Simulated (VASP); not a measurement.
Set up this calculation in VASP 6.6.1, as the native input.

| Item | Value |
| --- | --- |
| Task | single point |
| Functional | PBEsol |
| Potentials or basis | VASP PAW PBE potentials, release 64 (Ti_sv) |
| Cutoff | 520 eV |
| k mesh | 22 × 22 × 22 |
| Occupations | gaussian, width 0.15 eV |
| Spin | no spin polarisation |
| Dipole correction | no |
| Further INCAR settings | ALGO = Fast; EDIFF = 1e-06; NBANDS = 12 |

The structure of Ti lies in POSCAR:

```
Ti
1.0
    0.0000000000      2.0300000000      2.0300000000
    2.0300000000      0.0000000000      2.0300000000
    2.0300000000      2.0300000000      0.0000000000
Ti
1
Direct
    0.0000000000      0.0000000000      0.0000000000
```

This isn't the form of Ti at room conditions, which is hcp.

The input as run:

INCAR

```
  ALGO = Fast
  EDIFF = 1E-6
  ENCUT = 520
  GGA = PS
  ISIF = 2
  ISMEAR = 0
  LASPH = True
  LCHARG = True
  LELF = True
  LREAL = False
  LVHAR = True
  LWAVE = False
  NBANDS = 12
  NELM = 100
  PREC = Accurate
  SIGMA = 0.15
```

KPOINTS

```
k-points
0
Gamma
  22 22 22
```

Potentials or basis: VASP PAW PBE potentials, release 64 (Ti_sv).

The run is started by

```bash
$ cat potpaw_PBE.64/Ti_sv/POTCAR > POTCAR
$ mpirun -np 1 vasp_std > vasp.out
```

Results of the run:

```json
{"Pressure": "-0.5 GPa", "Band gap on the k mesh": "none (metal or under the smearing width)"}
```

Caveat: the PAW data sets were made with another functional, which shifts forces and pressure a little.

Run time: 52 s on 1 thread of Intel(R) Xeon(R) Platinum 8488C (Sapphire Rapids), with other jobs on the host, peak memory 0.18 GiB.
